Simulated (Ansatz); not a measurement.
NiO:

```xyz
2
Lattice="0.0000 2.2835 2.2835 2.2835 0.0000 2.2835 2.2835 2.2835 0.0000" Properties=species:S:1:pos:R:3 pbc="T T T"
Ni    0.0000    0.0000    0.0000
O     1.1418    1.1418    1.1418
```

Measurements of this composition are mostly on another form, of space group No. 225.

| Quantity | Value |
| --- | --- |
| Program | Ansatz 0.2.0 |
| Task | relaxation of cell and atoms |
| Functional | HSE06 |
| Potentials or basis | Ansatz PAW |
| Cutoff | 420 eV (not typed: the program's choice for these potentials) |
| k mesh | 5 × 5 × 5 |
| Occupations | fermi-dirac, width 0.05 eV |
| Spin | collinear spin, ferromagnetic start |
| Starting moments | [1.0, 0.0] μB |

At the start: volume 11.91 Å³/atom.

Task: How do energy, volume and symmetry change on relaxing?

Result: It ends after 8 steps and the volume is 10.98 Å³/atom (-7.8 %); space group F-43m (No. 216, to 0.05 Å); moment 2.00 μB per cell.

Step by step:
```csv
step,energy change (eV),largest force (eV/Å),volume (Å³)
1,0.0000,0.0000,23.82
2,-0.0574,0.0000,22.86
3,-0.0784,0.0000,21.87
4,-0.0782,0.0000,22.00
5,-0.0782,0.0000,21.99
6,-0.0724,0.0000,21.99
7,-0.0725,0.0000,21.96
8,-0.0724,0.0000,21.96
```

Final structure:
```
Ni O
1.0
     0.00000    2.22254    2.22254
     2.22254    0.00000    2.22254
     2.22254    2.22254    0.00000
Ni O
1 1
Direct
  0.00000 0.00000 0.00000
  0.25000 0.25000 0.25000
```

Caveat: the k mesh is coarse (spacing up to 0.48 Å⁻¹), so the values aren't converged, least of all with exact exchange; the magnetic or orbital state may not be the lowest; the plane-wave basis is chosen anew once the cell has moved, so the energies of steps on either side of that aren't comparable; the pressure holds a Pulay correction of +0.7 GPa for the finite cutoff; a cell with one magnetic atom can't hold antiferromagnetic order, which such compounds often take; the PAW data sets come from PBE, with cores solved anew for the run's functional, which leaves a small shift of forces and pressure.
